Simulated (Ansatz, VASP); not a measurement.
## One calculation of AlN, two programs

File INCAR:

```
PREC = Accurate ; ENCUT = 520
EDIFF = 1E-6 ; ISMEAR = 0
SIGMA = 0.05 ; LREAL = False
LASPH = True ; NELM = 80
ALGO = Normal ; ISIF = 2
LWAVE = False ; LCHARG = False
GGA = PS ; NBANDS = 11
```

File KPOINTS:

```
regular mesh
0
Gamma
  10 10 10
```

The input POSCAR:

```
AlN
1.0
    0.0000000000      2.0345180000      2.0345180000
    2.0345180000      0.0000000000      2.0345180000
    2.0345180000      2.0345180000      0.0000000000
Al N
1 1
Direct
    0.5000000000      0.5000000000      0.5000000000
    0.0000000000      0.0000000000      0.0000000000
```

Input for Ansatz:

```yaml
crystal:
  lattice:
    - [0.0, 2.034518, 2.034518]
    - [2.034518, 0.0, 2.034518]
    - [2.034518, 2.034518, 0.0]
  atoms:
    - { symbol: Al, position: [0.5, 0.5, 0.5] }
    - { symbol: "N", position: [0.0, 0.0, 0.0] }
basis:
  ecutwfc: 420
  ecutrho_ratio: 4
kpoints:
  mp_grid: { grid: [10, 10, 10] }
hamiltonian:
  xc: pbesol
scf:
  occupations: { method: gaussian, width: 0.05 }
output:
  forces: true
  stress: true
  eigenvalues: true
```

Measurements of this composition are mostly on another form, of space group No. 186.

Alike in both runs: task single point; functional PBEsol; k mesh 10 × 10 × 10; occupations gaussian, width 0.05 eV; no spin polarisation.

|  | VASP | Ansatz |
| --- | --- | --- |
| version | VASP 6.6.1 | Ansatz 0.2.0 |
| potentials or method | VASP PAW PBE potentials, release 64 (Al, N) | scalar-relativistic, plane waves, PAW |
| plane-wave cutoff (eV) | 520 | 420 |
| valence electrons in the cell | 8 | 8 |

Ansatz gave:

| Item | Value |
| --- | --- |
| gap on the k mesh at the Fermi level (eV) | 4.38 |
| least direct gap on the mesh (eV) | 5.38 |
| pressure (GPa) | -4.5 |

Q: What did VASP give for the same quantities?

A: gap on the k mesh at the Fermi level (eV): 4.37; least direct gap on the mesh (eV): 5.40; pressure (GPa): -4.6.

Caveats: the PAW data sets were made with another functional, which shifts forces and pressure a little (VASP). A k mesh can miss the band edges.
